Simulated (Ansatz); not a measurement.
Crystal: Mg.

```
Mg
1.0
     3.20930    0.00000    0.00000
    -1.60465    2.77934    0.00000
     0.00000    0.00000    5.21030
Mg
2
Direct
  0.66667 0.33333 0.75000
  0.33333 0.66667 0.25000
```

| Quantity | Value |
| --- | --- |
| Program | Ansatz 0.2.0 |
| Task | relaxation of cell and atoms |
| Functional | LDA |
| Potentials or basis | Ansatz PAW |
| Cutoff | 420 eV (not typed: the program's choice for these potentials) |
| k mesh | 10 × 10 × 5 |
| Occupations | fermi-dirac, width 0.05 eV |
| Spin | no spin polarisation |

At the start: volume 23.24 Å³/atom.

Problem. How do energy, volume and symmetry change on relaxing?

Solution. It ends after 5 steps and the volume is 21.69 Å³/atom (-6.7 %); space group P6_3/mmc (No. 194, to 0.05 Å).

Step by step:
```csv
step,energy change (eV),largest force (eV/Å),volume (Å³)
1,0.0000,0.0000,46.47
2,-0.0273,0.0000,43.99
3,-0.0296,0.0000,43.07
4,-0.0301,0.0000,43.37
5,-0.0300,0.0000,43.37
```

Final structure:
```
CELL_PARAMETERS angstrom
3.10644 0.00000 0.00000
-1.55322 2.69026 0.00000
0.00000 0.00000 5.18986
ATOMIC_POSITIONS crystal
Mg 0.66667 0.33333 0.75000
Mg 0.33333 0.66667 0.25000
```

Caveat: the plane-wave basis is chosen anew once the cell has moved, so the energies of steps on either side of that aren't comparable; the PAW data sets come from PBE, with cores solved anew for the run's functional, which leaves a small shift of forces and pressure.
